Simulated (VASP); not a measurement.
Here is a VASP 6.6.1 calculation.

File POSCAR:

```
Lu
1.0
   -1.9541071088      1.9541071088      1.9541071088
    1.9541071088     -1.9541071088      1.9541071088
    1.9541071088      1.9541071088     -1.9541071088
Lu
1
Direct
    0.0000000000      0.0000000000      0.0000000000
```

Contents of INCAR.step1:

```
SYSTEM = Lu
PREC = Accurate
ENCUT = 520
ISMEAR = -5
SIGMA = 0.05
LREAL = .FALSE.
LASPH = .TRUE.
NELM = 60
GGA = PE
ALGO = Normal
EDIFF = 1E-4
LWAVE = .TRUE.
LCHARG = .FALSE.
```

Contents of INCAR.step2:

```
SYSTEM = Lu
PREC = Accurate
ENCUT = 520
EDIFF = 1E-6
ISMEAR = -1
SIGMA = 0.05
LREAL = .FALSE.
LASPH = .TRUE.
NELM = 60
ALGO = Normal
ISIF = 2
LWAVE = .FALSE.
LCHARG = .FALSE.
METAGGA = R2SCAN
LMIXTAU = .TRUE.
LORBIT = 10
ISTART = 1
```

The input KPOINTS:

```
Automatic mesh
0
G
  10 10 10
  0 0 0
```

Potentials or basis: VASP PAW PBE potentials, release 64 (Lu).

Run with:

```bash
$ cat potpaw_PBE.64/Lu/POTCAR > POTCAR
$ cp INCAR.step1 INCAR
$ mpirun -np 1 vasp_std > vasp.out
$ cp INCAR.step2 INCAR
$ mpirun -np 1 vasp_std > vasp.out
```

Problem. What does it give for the pressure?

Solution. -0.3 GPa.

Problem. What does it give for the band gap on the k mesh?

Solution. None (metal or under the smearing width).

Caveat: the PAW data sets were made with another functional, which shifts forces and pressure a little. The run has no spin-orbit coupling, so splittings on Lu are missing.
